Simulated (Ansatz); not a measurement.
# Preparing In2O3 (R-3c) as a host crystal, part 3 of 3

Before any defect goes in: In2O3 (R-3c) at rest, and how it screens a charge.

Ansatz 0.2.0; plane-wave PAW DFT, r2SCAN; relaxation of the host's cell and atoms; PAW set soft_1 (the session's first sound run).

So far. Step 3 (Dielectric tensors of the host): The principal values of the electronic dielectric tensor are 4.98, 5.22 and 5.22. The principal values of the static dielectric tensor are 12.14, 12.14 and 15.15.

### Step 8. Defect free supercell at the quarter point

Level of this step: plane-wave PAW DFT, r2SCAN; single point of the defect-free host, a test of the k-point sampling; PAW set soft_1 (Ansatz).

The supercell is run at one point off the zone centre, to see how far that sampling misses the dense mesh.

The input, pristine.sampling_quarter/input.yaml:

```yaml
crystal:
  lattice:
    - [5.5086956413, 3.1804469446, 9.7089924256]
    - [-5.5086956413, 3.1804469446, 9.7089924256]
    - [0.0, -6.3608937895, 9.7089924583]
  atoms:
    - { symbol: In, position: [0.3214670934, 0.3214670934, 0.3214670934] }
    - { symbol: In, position: [0.4285329066, 0.4285329066, 0.4285329066] }
    - { symbol: In, position: [0.1785329066, 0.1785329066, 0.1785329066] }
    - { symbol: In, position: [0.0714670934, 0.0714670934, 0.0714670934] }
    - { symbol: O, position: [0.0232944329, 0.375, 0.2267055671] }
    - { symbol: O, position: [0.375, 0.2267055671, 0.0232944329] }
    - { symbol: O, position: [0.2267055671, 0.0232944329, 0.375] }
    - { symbol: O, position: [0.4767055671, 0.125, 0.2732944329] }
    - { symbol: O, position: [0.2732944329, 0.4767055671, 0.125] }
    - { symbol: O, position: [0.125, 0.2732944329, 0.4767055671] }
    - { symbol: In, position: [0.3214670934, 0.3214670934, 0.8214670934] }
    - { symbol: In, position: [0.4285329066, 0.4285329066, 0.9285329066] }
    - { symbol: In, position: [0.1785329066, 0.1785329066, 0.6785329066] }
    - { symbol: In, position: [0.0714670934, 0.0714670934, 0.5714670934] }
    - { symbol: O, position: [0.0232944329, 0.375, 0.7267055671] }
    - { symbol: O, position: [0.375, 0.2267055671, 0.5232944329] }
    - { symbol: O, position: [0.2267055671, 0.0232944329, 0.875] }
    - { symbol: O, position: [0.4767055671, 0.125, 0.7732944329] }
    - { symbol: O, position: [0.2732944329, 0.4767055671, 0.625] }
    - { symbol: O, position: [0.125, 0.2732944329, 0.9767055671] }
    - { symbol: In, position: [0.3214670934, 0.8214670934, 0.3214670934] }
    - { symbol: In, position: [0.4285329066, 0.9285329066, 0.4285329066] }
    - { symbol: In, position: [0.1785329066, 0.6785329066, 0.1785329066] }
    - { symbol: In, position: [0.0714670934, 0.5714670934, 0.0714670934] }
    - { symbol: O, position: [0.0232944329, 0.875, 0.2267055671] }
    - { symbol: O, position: [0.375, 0.7267055671, 0.0232944329] }
    - { symbol: O, position: [0.2267055671, 0.5232944329, 0.375] }
    - { symbol: O, position: [0.4767055671, 0.625, 0.2732944329] }
    - { symbol: O, position: [0.2732944329, 0.9767055671, 0.125] }
    - { symbol: O, position: [0.125, 0.7732944329, 0.4767055671] }
    - { symbol: In, position: [0.3214670934, 0.8214670934, 0.8214670934] }
    - { symbol: In, position: [0.4285329066, 0.9285329066, 0.9285329066] }
    - { symbol: In, position: [0.1785329066, 0.6785329066, 0.6785329066] }
    - { symbol: In, position: [0.0714670934, 0.5714670934, 0.5714670934] }
    - { symbol: O, position: [0.0232944329, 0.875, 0.7267055671] }
    - { symbol: O, position: [0.375, 0.7267055671, 0.5232944329] }
    - { symbol: O, position: [0.2267055671, 0.5232944329, 0.875] }
    - { symbol: O, position: [0.4767055671, 0.625, 0.7732944329] }
    - { symbol: O, position: [0.2732944329, 0.9767055671, 0.625] }
    - { symbol: O, position: [0.125, 0.7732944329, 0.9767055671] }
    - { symbol: In, position: [0.8214670934, 0.3214670934, 0.3214670934] }
    - { symbol: In, position: [0.9285329066, 0.4285329066, 0.4285329066] }
    - { symbol: In, position: [0.6785329066, 0.1785329066, 0.1785329066] }
    - { symbol: In, position: [0.5714670934, 0.0714670934, 0.0714670934] }
    - { symbol: O, position: [0.5232944329, 0.375, 0.2267055671] }
    - { symbol: O, position: [0.875, 0.2267055671, 0.0232944329] }
    - { symbol: O, position: [0.7267055671, 0.0232944329, 0.375] }
    - { symbol: O, position: [0.9767055671, 0.125, 0.2732944329] }
    - { symbol: O, position: [0.7732944329, 0.4767055671, 0.125] }
    - { symbol: O, position: [0.625, 0.2732944329, 0.4767055671] }
    - { symbol: In, position: [0.8214670934, 0.3214670934, 0.8214670934] }
    - { symbol: In, position: [0.9285329066, 0.4285329066, 0.9285329066] }
    - { symbol: In, position: [0.6785329066, 0.1785329066, 0.6785329066] }
    - { symbol: In, position: [0.5714670934, 0.0714670934, 0.5714670934] }
    - { symbol: O, position: [0.5232944329, 0.375, 0.7267055671] }
    - { symbol: O, position: [0.875, 0.2267055671, 0.5232944329] }
    - { symbol: O, position: [0.7267055671, 0.0232944329, 0.875] }
    - { symbol: O, position: [0.9767055671, 0.125, 0.7732944329] }
    - { symbol: O, position: [0.7732944329, 0.4767055671, 0.625] }
    - { symbol: O, position: [0.625, 0.2732944329, 0.9767055671] }
    - { symbol: In, position: [0.8214670934, 0.8214670934, 0.3214670934] }
    - { symbol: In, position: [0.9285329066, 0.9285329066, 0.4285329066] }
    - { symbol: In, position: [0.6785329066, 0.6785329066, 0.1785329066] }
    - { symbol: In, position: [0.5714670934, 0.5714670934, 0.0714670934] }
    - { symbol: O, position: [0.5232944329, 0.875, 0.2267055671] }
    - { symbol: O, position: [0.875, 0.7267055671, 0.0232944329] }
    - { symbol: O, position: [0.7267055671, 0.5232944329, 0.375] }
    - { symbol: O, position: [0.9767055671, 0.625, 0.2732944329] }
    - { symbol: O, position: [0.7732944329, 0.9767055671, 0.125] }
    - { symbol: O, position: [0.625, 0.7732944329, 0.4767055671] }
    - { symbol: In, position: [0.8214670934, 0.8214670934, 0.8214670934] }
    - { symbol: In, position: [0.9285329066, 0.9285329066, 0.9285329066] }
    - { symbol: In, position: [0.6785329066, 0.6785329066, 0.6785329066] }
    - { symbol: In, position: [0.5714670934, 0.5714670934, 0.5714670934] }
    - { symbol: O, position: [0.5232944329, 0.875, 0.7267055671] }
    - { symbol: O, position: [0.875, 0.7267055671, 0.5232944329] }
    - { symbol: O, position: [0.7267055671, 0.5232944329, 0.875] }
    - { symbol: O, position: [0.9767055671, 0.625, 0.7732944329] }
    - { symbol: O, position: [0.7732944329, 0.9767055671, 0.625] }
    - { symbol: O, position: [0.625, 0.7732944329, 0.9767055671] }
basis:
  ecutwfc: 500
  xc_grid: 2
hamiltonian:
  xc: r2scan
  pseudopotentials: { kind: paw, azcp: { folder: soft_1 } }
kpoints:
  mp_grid: { grid: [1, 1, 1], shift: [0.25, 0.25, 0.25] }
scf:
  occupations: { method: fermi_dirac, width: 0.01 }
  max_iter: 100
  lower_state_search: "off"
checkpoint:
  write: "../pristine.sampling_quarter.run"
  compress: false
  write_wavefunctions: false
  write_every: 100000
```

Run with:

```
ansatz run input.yaml --threads 32 --pin off --max-ram 131891MiB --backend cuda --events-out ev --progress --plain --runs-dir out
```

Numbers of over 12 decimals in the logs are rounded to 6 here.

Log:

```text
[...]
GPU FFT provider: cuFFT
GPU libraries: cuBLAS 13.8.1, cuFFT 12.4.0, cuSOLVER 12.3.2
[...]
Crystal: 80 atoms, lattice volume = 1020.616 Å³
Basis set: ecut = 500 eV, 25859 PW (Γ), exchange–correlation on 180×180×180 points (8 copies of the dense FFT grid, shifted against one another)
Bands: 432, of which v1, the nominal top of the filled ones, is band 352 counted from 1 (351 counted from 0)
Symmetry: 96 space group operations
[...]
k-points: 1
[...]
GPU buffer pool allocated for 729000 grid points (all kernels)
[...]
SCF iter   1: F=-206884.286130 eV  HF=-206898.083830 eV  |Δ(HF+E_count)|=         —  Δρ=7.37e-2  dr2=4.04e1  dr2_τ=3.76e0  Hψ=1619
[...]
SCF iter   9: F=-206893.006090 eV  HF=-206893.006090 eV  |Δ(HF+E_count)|=   3.72e-8  Δρ=1.03e-6  dr2=1.13e-8  dr2_τ=4.16e-10  Hψ=764
SCF 1 converged in 9 iterations: F = -206893.006090 eV  dr2 = 1.13e-8
[...]
SCF converged after 9 iterations
Free energy (F): -206893.006090 eV
[...]
Internal energy: -206893.006090 eV  (E = F + TS)
E sigma→0 (E₀):  -206893.006090 eV
Fermi energy:    9.590283 eV
[...]
```

It took 1.7 s on 1 × NVIDIA GB200 with 32 threads of Arm Neoverse V2, shared host; peak memory 1.5 GiB; 3.8 s of CPU time.

### Step 9. Results

| Quantity | Value |
| --- | --- |
| primitive cell vectors, lengths | 5.804, 5.804, 5.804 Å |
| electronic dielectric constant | principal values (4.98, 5.22, 5.22) |
| static dielectric constant | principal values (12.14, 12.14, 15.15) |
| gap on the k-mesh of the response run (PBEsol) | 1.12 eV |
| supercell relaxed in its symmetry less the displaced and relaxed one | 0.000 eV |
| energy an atom at the zone centre alone less that on the dense mesh | 0.011 eV |
| energy an atom at one point at (¼, ¼, ¼) less that on the dense mesh | 0.006 eV |

Step 5: The energy fell by 1.823 eV from the randomly displaced start; the atoms end within 0.005 Å of the sites as typed, once the mean shift is taken out. The displaced cell ends within 0.01 eV of the symmetric one relaxed in its symmetry, so no lower structure shows in this supercell. The k-mesh can miss the band edges, so this gap is an upper bound at this level. All at zero temperature.

[Logs are printed without paths, hosts, clocks, repeated set-up lines and the standing remarks that a program may print on its own settings, such as how far it seeks lower states.]

[Hosts, paths, dates, database ids (printed as entryN), source tags and the programs' standing remarks are cut or masked in the printed files.]

[Runs of the host that timed out are not shown.]

[For some hosts the program warned that the k-mesh of the response run may be too coarse for force constants and the static dielectric constant; such warnings are not always shown.]

[The program warned that the k-mesh of a response run behind this text may be too coarse: force constants, and the static dielectric constant and all else formed from them, are not shown converged.]
